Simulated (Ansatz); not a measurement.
**ZrS2 in the CdI2-type structure**

Method: PBEsol, scalar-relativistic; no spin polarisation; PAW, 420 eV, 10×10×6 k-mesh, Gaussian smearing of 0.05 eV; code Ansatz; PAW files: Ansatz's generated set soft_2.

```yaml
crystal:
  lattice:
    - [3.62727, 0.00000, 0.00000]
    - [-1.81364, 3.14131, 0.00000]
    - [0.00000, 0.00000, 5.87634]
  atoms:
    - { symbol: Zr, position: [0.00000, 0.00000, 0.00000] }
    - { symbol: S, position: [0.33333, 0.66667, 0.24741] }
    - { symbol: S, position: [0.66667, 0.33333, 0.75259] }
```

The compound is reported in the structure type of the start.

The cell is relaxed to zero pressure at this level.

The cell has space group P-3m1 (read at 0.01 Å). In it the stress is -0.02, -0.02, -0.03, 0.00, 0.00, 0.00 GPa and the largest force component 0.010 eV/Å. Each change below starts from this cell, without further relaxation. Stress is in GPa, positive in compression, in the order xx, yy, zz, yz, xz, xy; energies are counted from the cell above.

**Question.** One atom was moved along a Cartesian axis, and these forces appeared. Which atom, and about how far?
```tsv
atom	Fx (eV/Å)	Fy	Fz
Zr1	0.087	-0.013	0.020
S2	0.140	-0.001	-0.009
S3	-0.228	0.014	-0.011
```

**Answer.** Atom 3 (S) is moved by 0.05 Å along x; the energy changes by 5.7 meV per cell.

**Question.** What stress follows from an engineering strain of 1 % in zz, atoms carried along?

**Answer.** -0.68, -0.68, -1.27, 0.00, 0.00, 0.00 GPa; the energy changes by 2.7 meV per cell.
```
atom  Fx (eV/Å)     Fy      Fz
 Zr1      0.000  0.000   0.000
  S2      0.000  0.000  -0.168
  S3      0.000  0.000   0.168
```
The change of the stress over the strain gives a clamped-atom stiffness of about 125 GPa for this component, a secant value that lies under the elastic constant in tension and over it in compression, by several per cent for each per cent of strain.
In a harmonic crystal the energy would rise by V(½Cε² − σ₀ε), with σ₀ the stress of the unstrained cell, = 2.7 meV, which matches.

The structure is built of weakly bound layers, and this functional has no dispersion term, so their spacing and all that hangs on it (volume, the soft elastic constants, low modes, dielectric constants) are poorly given.
